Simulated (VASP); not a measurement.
Computed with PBE GGA with D3 dispersion (zero damping), VASP's PBE PAW potentials (set 64) (plane waves; VASP).

A VASP calculation is set up with these files.

POSCAR:
```
MgF2
1
    4.6530827323     0.0000000000     0.0000000000
    0.0000000000     4.6530827323     0.0000000000
    0.0000000000     0.0000000000     3.0726662530
Mg F
2 4
Direct
  0.0000000000   0.0000000000   0.0000000000
  0.5000000000   0.5000000000   0.5000000000
  0.3027603049   0.3027603049   0.0000000000
  0.8027603049   0.1972396951   0.5000000000
  0.1972396951   0.8027603049   0.5000000000
  0.6972396951   0.6972396951   0.0000000000
```

**KPOINTS**
```
K-points
0
Gamma
  6 6 8
0 0 0
```

### INCAR
```
ALGO = Normal
EDIFF = 1E-7
ENCUT = 520
GGA = PE
ISIF = 2
ISMEAR = -5
IVDW = 11
LASPH = T
LCHARG = T
LEFG = T
LORBIT = 11
LREAL = F
LWAVE = F
NEDOS = 601
NELM = 100
PREC = Accurate
SYSTEM = MgF2
```

POTCAR, in this order: Mg F (PBE.64 set). Program: vasp_std.

Output

File OUTCAR:
```
 ion  position               nearest neighbor table
   1  0.000  0.000  0.000-   3 1.99   6 1.99   5 2.01   4 2.01   4 2.01   5 2.01   2 3.63   2 3.63
                             2 3.63   2 3.63   2 3.63   2 3.63   2 3.63   2 3.63
   2  0.500  0.500  0.500-   4 1.99   5 1.99   3 2.01   6 2.01   3 2.01   6 2.01   1 3.63   1 3.63
                             1 3.63   1 3.63   1 3.63   1 3.63   1 3.63   1 3.63
   3  0.303  0.303  0.000-   1 1.99   2 2.01   2 2.01
   4  0.803  0.197  0.500-   2 1.99   1 2.01   1 2.01
   5  0.197  0.803  0.500-   2 1.99   1 2.01   1 2.01
   6  0.697  0.697  0.000-   1 1.99   2 2.01   2 2.01
  LATTYP: Found a simple tetragonal cell.
 ALAT       =     4.6530827323
 C/A-ratio  =     0.6603506599
 Subroutine PRICEL returns:
 Original cell was already a primitive cell.
 Subroutine GETGRP returns: Found 16 space group operations
The static configuration has the point symmetry D_2h.
 The point group associated with its full space group is D_4h.
The dynamic configuration has the point symmetry D_2h.
 Subroutine INISYM returns: Found 16 space group operations
 Subroutine IBZKPT returns following result:
 Found     50 irreducible k-points:

 Following reciprocal coordinates:
            Coordinates               Weight
  0.000000  0.000000  0.000000      1.000000
...
```

**OSZICAR**
```
       N       E                     dE             d eps       ncg     rms          rms(c)
DAV:   1     0.202401088022E+03    0.20240E+03   -0.18257E+04  2080   0.150E+03
DAV:   2    -0.244130730097E+02   -0.22681E+03   -0.22005E+03  2704   0.336E+02
DAV:   3    -0.340645044146E+02   -0.96514E+01   -0.96197E+01  2332   0.722E+01
DAV:   4    -0.341267549980E+02   -0.62251E-01   -0.62237E-01  2260   0.670E+00
DAV:   5    -0.341271431766E+02   -0.38818E-03   -0.38817E-03  2292   0.535E-01    0.100E+01
DAV:   6    -0.314836792585E+02    0.26435E+01   -0.11244E+01  2276   0.256E+01    0.303E+00
DAV:   7    -0.315036443953E+02   -0.19965E-01   -0.11515E-01  2132   0.253E+00    0.190E+00
DAV:   8    -0.315332103467E+02   -0.29566E-01   -0.54360E-02  2220   0.272E+00    0.168E-01
DAV:   9    -0.315342262807E+02   -0.10159E-02   -0.33205E-03  2324   0.432E-01    0.738E-02
DAV:  10    -0.315344472904E+02   -0.22101E-03   -0.24341E-04  2216   0.136E-01    0.138E-02
DAV:  11    -0.315344484788E+02   -0.11884E-05   -0.29767E-05  2316   0.449E-02    0.794E-03
DAV:  12    -0.315344485070E+02   -0.28115E-07   -0.98341E-06  2228   0.255E-02    0.256E-03
DAV:  13    -0.315344484291E+02    0.77825E-07   -0.68967E-07  2240   0.679E-03
   1 F= -.32282352E+02 E0= -.32282352E+02  d E =0.000000E+00
```

File OUTCAR:
```
------------------------ aborting loop because EDIFF is reached ----------------------------------------
 Edisp (eV)   -0.74790
  FORCE on cell =-STRESS in cart. coord.  units (eV):
  Direction    XX          YY          ZZ          XY          YZ          ZX
  --------------------------------------------------------------------------------------
  Total       0.04073     0.04073    -0.07337    -0.00000     0.00000     0.00000
  in kB       0.98079     0.98079    -1.76689    -0.00000     0.00000     0.00000
  external pressure =        0.06 kB  Pullay stress =        0.00 kB
  volume of cell :       66.53
      direct lattice vectors                 reciprocal lattice vectors
     4.653082732  0.000000000  0.000000000     0.214911287  0.000000000  0.000000000
     0.000000000  4.653082732  0.000000000     0.000000000  0.214911287  0.000000000
     0.000000000  0.000000000  3.072666253     0.000000000  0.000000000  0.325450250
 POSITION                                       TOTAL-FORCE (eV/Angst)
 -----------------------------------------------------------------------------------
      0.00000      0.00000      0.00000         0.000000     -0.000000     -0.000000
      2.32654      2.32654      1.53633         0.000000     -0.000000     -0.000000
      1.40877      1.40877      0.00000         0.012506      0.012506      0.000000
      3.73531      0.91777      1.53633         0.012506     -0.012506     -0.000000
      0.91777      3.73531      1.53633        -0.012506      0.012506      0.000000
      3.24431      3.24431      0.00000        -0.012506     -0.012506     -0.000000
 -----------------------------------------------------------------------------------
    total drift:                                0.000000     -0.000000      0.000000
  FREE ENERGIE OF THE ION-ELECTRON SYSTEM (eV)
  ---------------------------------------------------
  free  energy   TOTEN  =       -32.2823522668 eV

  energy  without entropy=      -32.2823522668  energy(sigma->0) =      -32.28235227

 total charge

# of ion       s       p       d       tot
------------------------------------------
    1        0.122   0.152   0.074   0.348
    2        0.122   0.152   0.074   0.348
    3        1.731   4.427   0.000   6.158
    4        1.731   4.427   0.000   6.158
    5        1.731   4.427   0.000   6.158
    6        1.731   4.427   0.000   6.158
--------------------------------------------------
tot          7.166  18.012   0.147  25.326

 Electric field gradients after diagonalization (V/A^2)
 (convention: |V_zz| > |V_xx| > |V_yy|)
----------------------------------------------------------------------
 ion       V_xx      V_yy      V_zz     asymmetry (V_yy - V_xx)/ V_zz
----------------------------------------------------------------------
   1      -4.462    -1.939     6.401       0.394
   2      -4.462    -1.939     6.401       0.394
   3      33.374    16.342   -49.716       0.343
   4      33.374    16.342   -49.716       0.343
   5      33.374    16.342   -49.716       0.343
   6      33.374    16.342   -49.716       0.343
```
(Selected blocks of OUTCAR.)

File OUTCAR:
```
 val. band max:       -1.3214007139   @ k =   0.0000   0.0000   0.0000

 cond. band min:       5.6393206981   @ k =   0.0000   0.0000   0.0000


 Fermi energy:        -1.2754073410

 k-point     1 :       0.0000    0.0000    0.0000
  band No.  band energies     occupation
      1     -21.9994      2.00000
      2     -21.2329      2.00000
      3     -21.2329      2.00000
      4     -21.1419      2.00000
      5      -5.3274      2.00000
      6      -3.7464      2.00000
      7      -3.3763      2.00000
      8      -3.3763      2.00000
      9      -3.1939      2.00000
     10      -3.1551      2.00000
     11      -2.5234      2.00000
     12      -2.5234      2.00000
     13      -2.0431      2.00000
     14      -1.6402      2.00000
     15      -1.6402      2.00000
     16      -1.3214      2.00000
     17       5.6393      0.00000
     18      10.7934      0.00000
     19      10.7934      0.00000
     20      12.2729      0.00000

 k-point     2 :       0.1667    0.0000    0.0000
  band No.  band energies     occupation
      1     -21.9564      2.00000
      2     -21.3152      2.00000
      3     -21.2208      2.00000
      4     -21.1201      2.00000
      5      -5.2260      2.00000
      6      -3.7140      2.00000
      7      -3.7135      2.00000
      8      -3.2277      2.00000
      9      -3.1525      2.00000
     10      -2.8939      2.00000
     11      -2.5725      2.00000
     12      -2.4917      2.00000
     13      -2.0753      2.00000
     14      -1.8766      2.00000
     15      -1.6594      2.00000
     16      -1.3875      2.00000
     17       5.9837      0.00000
     18      10.2835      0.00000
     19      10.9708      0.00000
     20      12.3826      0.00000

 k-point     3 :       0.3333    0.0000    0.0000
  band No.  band energies     occupation
      1     -21.8366      2.00000
      2     -21.4770      2.00000
      3     -21.1890      2.00000
      4     -21.1204      2.00000
      5      -4.9562      2.00000
...
```

The compound is MgF2 in the rutile structure. It was relaxed first.
